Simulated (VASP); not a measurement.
Data:

```xyz
3
Lattice="0.0000 2.8831 2.8831 2.8831 0.0000 2.8831 2.8831 2.8831 0.0000" Properties=species:S:1:pos:R:3 pbc="T T T"
Sr    -0.1500     0.0000     0.0000
F      1.4415     1.4415     1.4415
F      4.3246     4.3246     4.3246
```

Level of theory: PBEsol GGA, VASP's PBE PAW potentials (set 64) (plane waves; VASP). Settings: 600 eV cut-off, 6×6×6 Γ-centred mesh, Gaussian smearing of 0.050 eV, potentials Sr_sv F.

Problem. Which forces act on the atoms, in eV/Å?

Solution. 
```json
[
 {"atom": "Sr1", "Fx": "0.696", "Fy": "0.000", "Fz": "0.000"},
 {"atom": "F2", "Fx": "-0.348", "Fy": "0.000", "Fz": "0.000"},
 {"atom": "F3", "Fx": "-0.348", "Fy": "0.000", "Fz": "0.000"}
]
```

Problem. Give the stress tensor in GPa (positive for a compressed cell).

Solution. 
```
0.46  0.00  0.00
0.00  0.95  0.00
0.00  0.00  0.95
```
The pressure is its mean diagonal, 0.79 GPa.

The compound is SrF2 in the fluorite structure. This cell was strained or had an atom moved on purpose.
